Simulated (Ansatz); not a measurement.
**AlCo (AlCo (110), 4 layers): how the settings move a single-point run**

Question: which choices in the input matter for AlCo (AlCo (110), 4 layers)?

Computed with Ansatz 0.2.0 (reference: DFT, PBE, norm-conserving pseudopotentials, Ansatz's default files, scalar-relativistic, unless a step's input says otherwise).

## 1. The system as given

Symmetry: Pmma, No. 51, orthorhombic system. The conventional cell has a = 4.034 Å, b = 2.853 Å, c = 22.052 Å, α = 90.00°, β = 90.00°, γ = 90.00°. Co (site symmetry mm2) is surrounded by 6 Al at 2.41 to 2.48 Å. Al (site symmetry mm2) has 6 Co at 2.48 to 2.56 Å as nearest neighbours. Co (site symmetry mm2) has 8 Al at 2.46 to 2.56 Å and 6 Co at 2.81 to 2.85 Å as nearest neighbours. Al (site symmetry mm2) is surrounded by 8 Co at 2.41 to 2.47 Å.

Structure file:

```
CELL_PARAMETERS angstrom
2.85282 0.00000 0.00000
0.00000 4.03450 0.00000
0.00000 0.00000 22.05170
ATOMIC_POSITIONS crystal
Co 0.75000 0.00000 0.36622
Al 0.25000 0.50000 0.35849
Co 0.75000 0.50000 0.45483
Al 0.25000 0.00000 0.45422
Co 0.75000 0.00000 0.54517
Al 0.25000 0.50000 0.54578
Co 0.75000 0.50000 0.63378
Al 0.25000 0.00000 0.64151
```

## 2. The reference run

Contents of input.yaml:

```yaml
crystal:
  lattice:
    - [2.8528193276, 0.0, 0.0]
    - [0.0, 4.0344957842, 0.0]
    - [0.0, 0.0, 22.0517]
  atoms:
    - { symbol: Co, position: [0.75, 0.0, 0.3662222349] }
    - { symbol: Al, position: [0.25, 0.5, 0.3584857918] }
    - { symbol: Co, position: [0.75, 0.5, 0.4548311272] }
    - { symbol: Al, position: [0.25, 0.0, 0.454223669] }
    - { symbol: Co, position: [0.75, 0.0, 0.5451688386] }
    - { symbol: Al, position: [0.25, 0.5, 0.5457764958] }
    - { symbol: Co, position: [0.75, 0.5, 0.6337776165] }
    - { symbol: Al, position: [0.25, 0.0, 0.641514225] }
kpoints:
  mp_grid: { grid: [13, 9, 1] }
scf:
  occupations: { method: fermi_dirac, width: 0.1 }
hamiltonian:
  xc: pbe
  pseudopotentials: { kind: nc }
output:
  forces: true
  stress: true
  eigenvalues: true
efield:
  axis: 3
  amplitude: 0
  dipole_correction: true
```

Started as:

```console
$ ansatz run input.yaml --threads 4 --pin off --max-ram 12288MiB --backend cpu --events-out ev --progress --plain --runs-dir out
```

## 3. Variant: mp_grid.grid [16, 11, 1], accuracy high

Edit input.yaml of step 2 so:

```diff
@@ -15,3 +15,3 @@
 kpoints:
-  mp_grid: { grid: [13, 9, 1] }
+  mp_grid: { grid: [16, 11, 1] }
 scf:
@@ -29 +29,2 @@
   dipole_correction: true
+accuracy: high
```

Q: Predict the outcome of this session. Wanted: for each run, ending; energy change; gap; force.

The runs gave:

```csv
run,ending,energy change,gap (eV),force (eV/Å),cycles,time
reference,converged,0,0.00,0.02,9,67 s
"1: mp_grid.grid [16, 11, 1], accuracy high",converged,0.0 meV/atom,0.00,0.02,12,2.2 min
```

Residual by cycle in the longest SCF loop of each run; runs are numbered as in the table. The quantity is the density residual dr2, in eV.

```csv
cycle,reference,run 1
1,46.3,46.4
2,15.7,19.1
3,0.392,0.497
4,0.0161,0.0197
5,9.1e-4,0.00176
6,2.6e-4,3.8e-4
7,3.4e-5,6.7e-5
8,1.9e-6,4.4e-6
9,6.9e-8,1.0e-7
10,-,4.6e-9
11,-,2.1e-10
12,-,9.3e-12
```

Changing the k-point mesh and accuracy level hardly moves the energy: 0.0 meV/atom. Cost: 12 SCF cycles against 9, 2.2 min against 67 s. The reference has no spin polarisation; with Co present, a magnetic state may lie lower.
